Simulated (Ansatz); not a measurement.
The system is Pb.

```
Pb
1.0
    -1.97966    1.97966    1.97966
     1.97966   -1.97966    1.97966
     1.97966    1.97966   -1.97966
Pb
1
Direct
  0.00000 0.00000 0.00000
```

This isn't the form of Pb at room conditions, which is fcc.

Base run:

```yaml
Program: Ansatz 0.2.0
Functional: PBEsol
Potentials_or_basis: all-electron LAPW, scalar-relativistic
Cutoff: 163 eV
Density_cutoff: 651 eV
Basis_error_allowed: 0.001 eV/atom
k_mesh: 9 × 9 × 9
Occupations: fermi-dirac, width 0.05 eV
Spin: no spin polarisation
```

Its results: pressure -2.0 GPa.

Q: After a change of settings the same cell gave: pressure -0.6 GPa. Which change was it?
A. functional from PBEsol to LDA
B. potentials or basis from all-electron LAPW, scalar-relativistic to all-electron LAPW, non-relativistic
C. occupations from fermi-dirac, width 0.05 eV to gaussian, width 0.02 eV
D. potentials or basis from all-electron LAPW, scalar-relativistic to all-electron PAW datasets made for the crystal

A: B.

Caveats: relativity is left out, which matters for the heavier elements (some runs).

Not every run made on this cell is shown here.
